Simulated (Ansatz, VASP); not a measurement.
# CdF2: VASP beside Ansatz

```
Cd F
1.0
    -0.06735    2.69418    2.69418
     2.69418   -0.06735    2.69418
     2.62682    2.62682    0.00000
Cd F
1 2
Direct
  0.00000 0.00000 0.00000
  0.25283 0.25283 0.24717
  0.74717 0.74717 0.75283
```

Change from the starting cell: shear_xy strain -5.0%.

Alike in both runs: task single point; functional r2SCAN; k mesh 8 × 8 × 8; no spin polarisation.

|  | VASP | Ansatz |
| --- | --- | --- |
| version | VASP 6.6.1 | Ansatz 0.2.0 |
| potentials or method | VASP PAW PBE potentials, release 64 (Cd, F) | plane waves, PAW |
| plane-wave cutoff (eV) | 520 | 500 |
| occupations | gaussian, width 0.01 eV | fixed |
| valence electrons in the cell | 26 | 34 |

VASP gave:

| Property | Result |
| --- | --- |
| gap on the k mesh at the Fermi level (eV) | 3.75 |
| pressure (GPa) | 1.2 |
| largest component of the traceless stress (GPa) | 1.38 |
| rms of the force components (eV/Å) | 0.009 |

Estimate Ansatz's values.

gap on the k mesh at the Fermi level (eV): 3.79; pressure (GPa): 0.2; largest component of the traceless stress (GPa): 1.21; rms of the force components (eV/Å): 0.000.

Atom by atom the forces differ by 0.009 eV/Å (rms over components). The two sets of potentials don't hold the same shells in valence.

Caveats: the PAW data sets were made with another functional, which shifts forces and pressure a little (VASP). A k mesh can miss the band edges.
